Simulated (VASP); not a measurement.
# Se (Pm-3m) in VASP: a series of runs

Runs on Se. Level: PBE. Tasks: single point.

Program: VASP 6.6.1. These are calculated values, not measurements. Logs are shortened: lines on timing, memory, paths and dates and some standing lists are left out, and cuts for length are marked.

**1. The structure**

Symmetry: Pm-3m, No. 221, cubic system. Conventional cell: a = 2.811 Å, b = 2.811 Å, c = 2.811 Å, α = 90.00°, β = 90.00°, γ = 90.00°. Around Se (site symmetry m-3m) lie 6 Se at 2.81 Å.

This isn't the form of Se at room conditions, which is trigonal, of chains.

**2. Single point, PBE**

INCAR reads:

```
ADDGRID = F
ALGO = Normal
EDIFF = 1E-5
ENCUT = 460
GGA = PE
ISIF = 2
ISMEAR = 0
LASPH = T
LCHARG = F
LREAL = F
LWAVE = F
NELM = 100
PREC = Accurate
SIGMA = 0.05
```

KPOINTS reads:

```
k-points
0
Gamma
  5 5 5
```

POSCAR reads:

```
Se
1.0
    2.8105630200      0.0000000000      0.0000000000
    0.0000000000      2.8105630200      0.0000000000
    0.0000000000      0.0000000000      2.8105630200
Se
1
Direct
    0.0000000000      0.0000000000      0.0000000000
```

Potentials or basis: VASP PAW PBE potentials, release 64 (Se).

The run is started by

```
$ cat potpaw_PBE.64/Se/POTCAR > POTCAR
$ mpirun -np 1 vasp_std > vasp.out
```

OUTCAR:

```text
EDIFF = 1E-5
   ENCUT = 460
   GGA = PE
   ISIF = 2
   ISMEAR = 0
   LASPH = T
   LREAL = F
   NELM = 100
   PREC = Accurate

 Found     10 irreducible k-points:

 Following reciprocal coordinates:
            Coordinates               Weight
  0.000000  0.000000  0.000000      1.000000
  0.200000  0.000000  0.000000      6.000000
  0.400000  0.000000  0.000000      6.000000
  0.200000  0.200000  0.000000     12.000000
  0.400000  0.200000  0.000000     24.000000
  0.400000  0.400000  0.000000     12.000000
   k-points           NKPTS =     10   k-points in BZ     NKDIM =     10   number of bands    NBANDS=      7
   number of dos      NEDOS =    301   number of ions     NIONS =      1
   total plane-waves  NPLWV =   8000
   dimension x,y,z NGX =    20 NGY =   20 NGZ =   20
   dimension x,y,z NGXF=    40 NGYF=   40 NGZF=   40
   ions per type =               1
   NGX,Y,Z   is equivalent  to a cutoff of  11.83, 11.83, 11.83 a.u.
   NGXF,Y,Z  is equivalent  to a cutoff of  23.66, 23.66, 23.66 a.u.
 SYSTEM =  unknown system
   PREC   = accura    normal or accurate (medium, high low for compatibility)
   ISTART =      0    job   : 0-new  1-cont  2-samecut
   ICHARG =      2    charge: 1-file 2-atom 10-const
   ISPIN  =      1    spin polarized calculation?
   LNONCOLLINEAR =      F non collinear calculations
   LSORBIT =      F    spin-orbit coupling
   LASPH  =      T    aspherical Exc in radial PAW
   ENCUT  =  460.0 eV  33.81 Ry    5.81 a.u.   4.92  4.92  4.92*2*pi/ulx,y,z
   NELM   =    100;   NELMIN=  2; NELMDL= -5     # of ELM steps
   EDIFF  = 0.1E-04   stopping-criterion for ELM
   LREAL  =      F    real-space projection
   EDIFFG = 0.1E-03   stopping-criterion for IOM
   NSW    =      0    number of steps for IOM
   IBRION =     -1    ionic relax: 0-MD 1-quasi-New 2-CG
   NFREE  =      0    steps in history (QN), initial steepest desc. (CG)
   ISIF   =      2    stress and relaxation
   ISYM   =      2    0-nonsym 1-usesym 2-fastsym
   POTIM  = 0.5000    time-step for ionic-motion
   TEBEG  =    0.0;   TEEND  =   0.0 temperature during run
   PSTRESS=    0.0 pullay stress
   NELECT =       6.0000    total number of electrons
   NUPDOWN=      -1.0000    fix difference up-down
   EMIN   =  10.00;   EMAX   =-10.00  energy-range for DOS
   EFERMI =   0.00;   METHOD = LEGACY
   ISMEAR =     0;   SIGMA  =   0.05  broadening in eV -4-tet -1-fermi 0-gaus
   EFERMI_NEDOS =   21; number of points for ismear=-14 and -15
   IALGO  =     38    algorithm
   IMIX   =      4    mixing-type and parameters
     AMIX     =   0.40;   BMIX     =  1.00
     AMIX_MAG =   1.60;   BMIX_MAG =  1.00
  volume/ion in A,a.u.               =      22.20       149.82
  Fermi-wavevector in a.u.,A,eV,Ry     =   1.058438  2.000157 15.242472  1.120290
  Thomas-Fermi vector in A             =   2.193747
   LORBIT       =      0    0 simple, 1 ext, 2 COOP (PROOUT), +10 PAW based schemes
   GGA     = PE    functional components
   LHFCALC =     F    Hartree Fock is set to
   AEXX    =    0.0000 exact exchange contribution
   IVDW    =     0    specifies the selected vdW correction
   LEPSILON=     F    determine dielectric tensor
   LRPA    =     F    only Hartree local field effects (RPA)
 non-spin polarized calculation
 Gauss-broadening in eV      SIGMA  =   0.05
  energy-cutoff  :      460.00
  volume of cell :       22.20
 maximum number of plane-waves:       507
 NGX is ok and might be reduce to    20
   NGX =  9   NGY =  9   NGZ =  9

 number of electron       5.9999999 magnetization

 Free energy of the ion-electron system (eV)
  ---------------------------------------------------
  ext. energy  EPLUGINS =         0.00000000
  ---------------------------------------------------
  free energy    TOTEN  =        -3.11456777 eV

  energy without entropy =       -3.11248633  energy(sigma->0) =       -3.11352705

 E-fermi :   4.4095     XC(G=0):  -9.9989

 val. band max:        4.3606499046   @ k =   0.4000   0.2000   0.2000
 cond. band min:       4.6529336380   @ k =   0.4000   0.2000   0.2000
 fundamental gap:      0.2922837334
 Fermi energy:         4.4095461309

 k-point     1 :       0.0000    0.0000    0.0000
  band No.  band energies     occupation
      1     -11.2948      2.00000
      2       6.3187      0.00000
      3       6.3187      0.00000
      4       6.3187      0.00000
      5      12.6459      0.00000
      6      12.6459      0.00000
      7      12.8737      0.00000

 k-point     2 :       0.2000    0.0000    0.0000
  band No.  band energies     occupation
      1     -10.7348      2.00000
      2       2.4301      2.00000
      3       6.7498      0.00000
      4       6.7498      0.00000
      5      13.2094      0.00000
      6      13.4889      0.00000
      7      17.6476      0.00000

 k-point     3 :       0.4000    0.0000    0.0000
  band No.  band energies     occupation
      1      -9.4736      2.00000
      2      -1.5341      2.00000
      3       7.6008      0.00000
      4       7.6008      0.00000
      5      14.5072      0.00000
      6      15.5030      0.00000
      7      18.7750      0.00000

 k-point     4 :       0.2000    0.2000    0.0000
  band No.  band energies     occupation
      1     -10.1757      2.00000
      2       2.8967      2.00000
      3       2.9842      2.00000
      4       7.1735      0.00000
      5      13.9149      0.00000
      6      16.2064      0.00000
      7      18.5142      0.00000

 k-point     5 :       0.4000    0.2000    0.0000
  band No.  band energies     occupation
      1      -8.9167      2.00000
      2      -0.9994      2.00000
      3       4.0246      2.00000
      4       8.0053      0.00000
      5      12.9158      0.00000
      6      15.7602      0.00000
      7      19.5634      0.00000

 k-point     6 :       0.4000    0.4000    0.0000
  band No.  band energies     occupation
      1      -7.6605      2.00000
      2       0.1357      2.00000
      3       0.1797      2.00000
      4       8.7878      0.00000
      5       9.0078      0.00000
      6      17.3928      0.00000
      7      20.7117      0.00000

 [... further k-points ...]
[... 5 lines left out ...]
  --------------------------------------------------------------------------------------
  -------------------------------------------------------------------------------------
  Total        0.0145205      0.0145205      0.0145205      0.0000000      0.0000000     -0.0000000
  in kB        1.0478830      1.0478830      1.0478830      0.0000000      0.0000000     -0.0000000
  external PRESSURE =       1.0478830 kB  Pullay stress =       0.0000000 kB

 VOLUME and BASIS-vectors are now :
 -----------------------------------------------------------------------------
  energy-cutoff  :      460.00
  volume of cell :       22.20
      direct lattice vectors                 reciprocal lattice vectors
     2.810563020  0.000000000  0.000000000     0.355800597  0.000000000  0.000000000
     0.000000000  2.810563020  0.000000000     0.000000000  0.355800597  0.000000000
     0.000000000  0.000000000  2.810563020     0.000000000  0.000000000  0.355800597

 POSITION                                       TOTAL-FORCE (eV/Angst)
 -----------------------------------------------------------------------------------
      0.00000      0.00000      0.00000         0.000000      0.000000      0.000000
 -----------------------------------------------------------------------------------
    total drift:                               -0.000000     -0.000000      0.000000

  FREE ENERGIE OF THE ION-ELECTRON SYSTEM (eV)
  ---------------------------------------------------
  free  energy   TOTEN  =        -3.1145677712 eV

  energy  without entropy=       -3.1124863274  energy(sigma->0) =       -3.11352705
```

Wall time 1.5 s (1 thread of Intel Xeon 6975P-C (Granite Rapids), shared host); peak memory 0.11 GiB.

The run converged, but some of its settings lie outside the range that counts as converged, so its numbers aren't taken as properties of the crystal.

What came out:

```
Free energy            : -3.1146 eV
Pressure               : 0.1 GPa
Band gap on the k mesh : none (metal or under the smearing width)
```

Caveat: the k mesh is coarse (spacing up to 0.45 Å⁻¹), so the values aren't converged.

**3. Single point, PBE**

Edit INCAR of step 2 so:

```diff
@@ -1,4 +1,4 @@
-ADDGRID = F
+ADDGRID = T
 ALGO = Normal
-EDIFF = 1E-5
+EDIFF = 1E-6
 ENCUT = 460
```

KPOINTS is that of step 2.

POSCAR is that of step 2.

Potentials or basis: VASP PAW PBE potentials, release 64 (Se).

The run is started by

```
$ cat potpaw_PBE.64/Se/POTCAR > POTCAR
$ mpirun -np 1 vasp_std > vasp.out
```

It took 2.4 s on 1 thread of Intel Xeon 6975P-C (Granite Rapids), shared host; peak memory 0.15 GiB.

The run converged, but some of its settings lie outside the range that counts as converged, so its numbers aren't taken as properties of the crystal.

Results:

* Free energy: -3.1146 eV
* Pressure: 0.1 GPa
* Band gap on the k mesh: none (metal or under the smearing width)

Caveat: the k mesh is coarse (spacing up to 0.45 Å⁻¹), so the values aren't converged.

**4. Single point, PBE**

Edit INCAR of step 3 so:

```diff
@@ -1,2 +1,2 @@
-ADDGRID = T
+ADDGRID = F
 ALGO = Normal
@@ -7,3 +7,3 @@
 ISMEAR = 0
-LASPH = T
+LASPH = F
 LCHARG = F
```

KPOINTS is that of step 3.

POSCAR is that of step 3.

Potentials or basis: VASP PAW PBE potentials, release 64 (Se).

The run is started by

```
$ cat potpaw_PBE.64/Se/POTCAR > POTCAR
$ mpirun -np 1 vasp_std > vasp.out
```

OUTCAR:

```text
EDIFF = 1E-6
   ENCUT = 460
   GGA = PE
   ISIF = 2
   ISMEAR = 0
   LASPH = F
   LREAL = F
   NELM = 100
   PREC = Accurate

 Found     10 irreducible k-points:

 Following reciprocal coordinates:
            Coordinates               Weight
  0.000000  0.000000  0.000000      1.000000
  0.200000  0.000000  0.000000      6.000000
  0.400000  0.000000  0.000000      6.000000
  0.200000  0.200000  0.000000     12.000000
  0.400000  0.200000  0.000000     24.000000
  0.400000  0.400000  0.000000     12.000000
   k-points           NKPTS =     10   k-points in BZ     NKDIM =     10   number of bands    NBANDS=      7
   number of dos      NEDOS =    301   number of ions     NIONS =      1
   total plane-waves  NPLWV =   8000
   dimension x,y,z NGX =    20 NGY =   20 NGZ =   20
   dimension x,y,z NGXF=    40 NGYF=   40 NGZF=   40
   ions per type =               1
   NGX,Y,Z   is equivalent  to a cutoff of  11.83, 11.83, 11.83 a.u.
   NGXF,Y,Z  is equivalent  to a cutoff of  23.66, 23.66, 23.66 a.u.
 SYSTEM =  unknown system
   PREC   = accura    normal or accurate (medium, high low for compatibility)
   ISTART =      0    job   : 0-new  1-cont  2-samecut
   ICHARG =      2    charge: 1-file 2-atom 10-const
   ISPIN  =      1    spin polarized calculation?
   LNONCOLLINEAR =      F non collinear calculations
   LSORBIT =      F    spin-orbit coupling
   LASPH  =      F    aspherical Exc in radial PAW
   ENCUT  =  460.0 eV  33.81 Ry    5.81 a.u.   4.92  4.92  4.92*2*pi/ulx,y,z
[... 50 lines left out ...]

 E-fermi :   4.4092     XC(G=0):  -9.9983

 val. band max:        4.3603496605   @ k =   0.4000   0.2000   0.2000
 cond. band min:       4.6526839663   @ k =   0.4000   0.2000   0.2000
 fundamental gap:      0.2923343057
 Fermi energy:         4.4092458868

 k-point     1 :       0.0000    0.0000    0.0000
  band No.  band energies     occupation
      1     -11.2949      2.00000
      2       6.3183      0.00000
      3       6.3183      0.00000
      4       6.3183      0.00000
      5      12.6461      0.00000
      6      12.6461      0.00000
      7      12.8759      0.00000
[... 41 lines left out ...]
 k-point     6 :       0.4000    0.4000    0.0000
  band No.  band energies     occupation
      1      -7.6609      2.00000
      2       0.1355      2.00000
      3       0.1796      2.00000
      4       8.7874      0.00000
      5       9.0088      0.00000
      6      17.3931      0.00000
      7      20.7110      0.00000

 [... further k-points ...]
[... 5 lines left out ...]
  --------------------------------------------------------------------------------------
  -------------------------------------------------------------------------------------
  Total        0.0177695      0.0177695      0.0177695     -0.0000000      0.0000000      0.0000000
  in kB        1.2823460      1.2823460      1.2823460     -0.0000000      0.0000000      0.0000000
  external PRESSURE =       1.2823460 kB  Pullay stress =       0.0000000 kB

 VOLUME and BASIS-vectors are now :
 -----------------------------------------------------------------------------
  energy-cutoff  :      460.00
  volume of cell :       22.20
      direct lattice vectors                 reciprocal lattice vectors
     2.810563020  0.000000000  0.000000000     0.355800597  0.000000000  0.000000000
     0.000000000  2.810563020  0.000000000     0.000000000  0.355800597  0.000000000
     0.000000000  0.000000000  2.810563020     0.000000000  0.000000000  0.355800597

 POSITION                                       TOTAL-FORCE (eV/Angst)
 -----------------------------------------------------------------------------------
      0.00000      0.00000      0.00000         0.000000      0.000000      0.000000
 -----------------------------------------------------------------------------------
    total drift:                               -0.000000     -0.000000      0.000000

  FREE ENERGIE OF THE ION-ELECTRON SYSTEM (eV)
  ---------------------------------------------------
  free  energy   TOTEN  =        -3.1145473660 eV

  energy  without entropy=       -3.1124659222  energy(sigma->0) =       -3.11350664
```

It took 1.1 s on 1 thread of Intel Xeon 6975P-C (Granite Rapids), shared host; peak memory 0.11 GiB.

These settings aren't checked as converged: the numbers below hold their error.

Results:

| Property | Result |
| --- | --- |
| Free energy | -3.1145 eV |
| Pressure | 0.1 GPa |
| Band gap on the k mesh | none (metal or under the smearing width) |

Caveat: the k mesh is coarse (spacing up to 0.45 Å⁻¹), so the values aren't converged.

**5. The reference run**

An earlier run on the cell as given: functional PBE; potentials or basis VASP PAW PBE potentials, release 64 (Se); cutoff 520 eV; k mesh 9 × 9 × 9; occupations fermi-dirac, width 0.05 eV; no spin polarisation.

- Pressure: 2.0 GPa
- Band gap on the k mesh: none (metal or under the smearing width)
